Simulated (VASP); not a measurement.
# In: single point with PBEsol

The system is In.

```
In
1.0
     4.34802    0.00000    0.00000
    -2.17401    3.76550    0.00000
     0.00000    0.00000    4.93298
In
3
Direct
  0.22540 0.00000 0.33333
  0.00000 0.22540 0.66667
  0.77460 0.77460 0.00000
```

The cell was built by a generator and needn't be a form met in nature.

* Program: VASP 6.6.1
* Task: single point
* Functional: PBEsol
* Potentials or basis: VASP PAW PBE potentials, release 64 (In_d)
* Cutoff: 520 eV
* k mesh: 6 × 6 × 4
* Occupations: gaussian, width 0.1 eV
* Spin: no spin polarisation
* Dipole correction: no
* Further INCAR settings: ALGO = Fast; EDIFF = 1e-06; NBANDS = 26

- Pressure: 18.6 GPa
- Largest force: 6.321 eV/Å
- Band gap on the k mesh: none (metal or under the smearing width)

Forces in eV/Å, atoms in the order of the input:
```
In   6.321  0.000  0.000
In  -3.161  5.474  0.000
In  -3.161 -5.474  0.000
```

Stress tensor (GPa, compression positive):
```
11.53  0.00  0.00
 0.00 11.53  0.00
 0.00  0.00 32.71
```

Levels at points of the mesh, in eV from the Fermi level:
```tsv
k point	band 16	band 17	band 18	band 19	band 20	band 21	band 22	band 23
(0.00, 0.00, 0.00)	-9.76	-3.15	-3.15	0.76	2.18	2.18	2.96	2.96
(0.50, 0.00, 0.00)	-8.06	-5.49	-1.91	-0.92	-0.34	0.43	1.53	3.06
(0.00, 0.00, 0.50)	-8.07	-8.07	1.71	2.03	2.03	2.87	3.36	3.36
(0.50, 0.00, 0.50)	-6.39	-6.30	-3.76	-3.22	0.46	0.91	2.21	3.02
```

Wall time 66 s on 1 thread of Intel(R) Xeon(R) Platinum 8488C (Sapphire Rapids) (shared host), peak memory 0.2 GiB.

Caveat: so large a pressure means that the cell lies far from this level's equilibrium, or that cutoff or potentials fall short; the potentials were made for another functional, which shifts forces and pressure.
